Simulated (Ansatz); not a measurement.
## Fluorite SrF₂

Method: BLYP (Ansatz, an electronic-structure program, PAW).

Settings: plane-wave cutoff 520 eV, 10×10×10 k mesh, Fermi–Dirac smearing 0.01 eV, scalar-relativistic PAW data made under PBE.

Cell (relaxed at this level):

```cif
data_F8Sr4
_chemical_formula_sum 'Sr4 F8'
_space_group_name_H-M_alt 'Fm-3m'
_space_group_IT_number 225
_space_group_name_Hall '-F 4 2 3'
_cell_length_a 5.90825
_cell_length_b 5.90825
_cell_length_c 5.90825
_cell_angle_alpha 90.000
_cell_angle_beta 90.000
_cell_angle_gamma 90.000
loop_
_atom_site_label
_atom_site_type_symbol
_atom_site_symmetry_multiplicity
_atom_site_Wyckoff_symbol
_atom_site_fract_x
_atom_site_fract_y
_atom_site_fract_z
_atom_site_occupancy
Sr1 Sr 4 a 0.00000 0.00000 0.00000 1
F1 F 8 c 0.25000 0.25000 0.25000 1
```
(The calculation used a cell of 3 atoms; values per cell refer to that cell.)

```json
{
 "bulk_modulus": "62.3 GPa",
 "band_gap": "6.72 eV",
 "smallest_direct_gap_on_the_k_points_sampled": "6.82 eV",
 "pressure derivative B′ of the bulk modulus": "4.6"
}
```

Measured, for comparison: band gap 11.1 eV (temperature not stated, not corrected to a static lattice; as tabulated in Aguado et al. (1999), arXiv:cond-mat/9901145); bulk modulus 69 GPa (temperature not stated, not corrected to a static lattice; as tabulated in On the Morphology of Group II Metal Fluoride Nanocrystals at Finite Temperature …). Computed (rounded) less measured: bulk modulus -10 %.

Spin–orbit coupling is not included.

Computing time: about 18 core-seconds (a rough figure).
